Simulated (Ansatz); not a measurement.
Gradients in TiO₂ at several cell volumes

Reference cell: a COD entry whose atoms were relaxed with PBE, the cell held.

Space group Pbcn (No. 60); a = 4.5150, b = 5.4970, c = 4.9390 Å.

```csv
site,Wyckoff,site symmetry,x,y,z
Ti,4c,.2.,0.0000,0.1745,0.2500
O,8d,1,0.2704,0.3819,0.4197
```

One atom of each set is listed.

All values are calculated (Ansatz; DFT, PBE, plane waves and PAW (field gradients read without the response of the frozen cores, which leaves them typically 4 to 6 % off), scalar-relativistic, 420 eV cutoff, Γ-centred 5×4×4 k-points, Fermi–Dirac smearing 0.02 eV), not measured.

The cell is scaled uniformly, and the ions keep their fractional positions.

Task: How do the gradients (10²¹ V/m²) respond?

Result: 

```csv
V/V₀,Ti V_zz (η),O V_zz (η)
0.96,2.84 (0.67),-2.63 (0.49)
1.00,2.73 (0.69),-2.82 (0.50)
1.03,2.65 (0.70),-2.96 (0.51)
```

Logarithmic slopes d ln|V_zz|/d ln V over the series: Ti -1.0, O 1.7. Point charges on a uniformly scaled lattice would give −1; charge that moves in the bonds makes the difference.

The atoms aren't relaxed in the scaled cells (forces up to 0.17 eV/Å): every bond scales with the cell, where a real crystal would keep its stiff bonds nearly fixed.

At this cell the PBE pressure is 5 GPa, so with PBE the cell would grow if it were relaxed.
